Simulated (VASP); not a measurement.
The system is WS2 (Tungstenite).

```
W S
1.0
     3.18000    0.00000    0.00000
    -1.59000    2.75396    0.00000
     0.00000    0.00000   12.50000
W S
2 4
Direct
  0.66667 0.33333 0.75000
  0.33333 0.66667 0.25000
  0.66667 0.33333 0.37500
  0.33333 0.66667 0.87500
  0.66667 0.33333 0.12500
  0.33333 0.66667 0.62500
```

| Item | Value |
| --- | --- |
| Program | VASP 6.6.1 |
| Task | relaxation of cell and atoms |
| Functional | LDA |
| Potentials or basis | VASP PAW LDA potentials, release 64 (W_sv, S) |
| Cutoff | 600 eV |
| k mesh | 8 × 8 × 4 |
| Occupations | gaussian, width 0.02 eV |
| Spin | no spin polarisation |

At the start: pressure -5.2 GPa; volume 18.24 Å³/atom.

Question: How do energy, volume and symmetry change on relaxing?

Answer: Over 11 steps the energy falls by 12.6 meV/atom and the volume is 17.24 Å³/atom (-5.5 %); space group P6_3/mmc (No. 194, to 0.05 Å).

Step by step:
```tsv
step	energy change (eV)	largest force (eV/Å)	pressure (GPa)	volume (Å³)
1	0.0000	0.3128	-5.24	109.47
2	0.2007	1.6121	12.83	100.28
3	-0.0568	0.2463	-0.20	106.42
4	-0.0568	0.2579	-0.10	106.36
5	-0.0665	0.0309	-0.11	105.62
6	-0.0667	0.0558	-0.09	105.71
7	-0.0678	0.0515	-0.11	105.53
8	-0.0707	0.0391	-0.14	105.02
9	-0.0746	0.0149	-0.14	103.99
10	-0.0718	0.0349	0.00	101.92
11	-0.0754	0.0114	-0.08	103.41
```

Final structure:
```cif
data_structure
_symmetry_space_group_name_H-M 'P 1'
_symmetry_Int_Tables_number 1
_cell_length_a 3.1313
_cell_length_b 3.1313
_cell_length_c 12.1785
_cell_angle_alpha 90.000
_cell_angle_beta 90.000
_cell_angle_gamma 120.000
_cell_volume 103.41
loop_
_atom_site_label
_atom_site_type_symbol
_atom_site_fract_x
_atom_site_fract_y
_atom_site_fract_z
_atom_site_occupancy
W1 W 0.66667 0.33333 0.75000 1
W2 W 0.33333 0.66667 0.25000 1
S1 S 0.66667 0.33333 0.37828 1
S2 S 0.33333 0.66667 0.87828 1
S3 S 0.66667 0.33333 0.12172 1
S4 S 0.33333 0.66667 0.62172 1
```
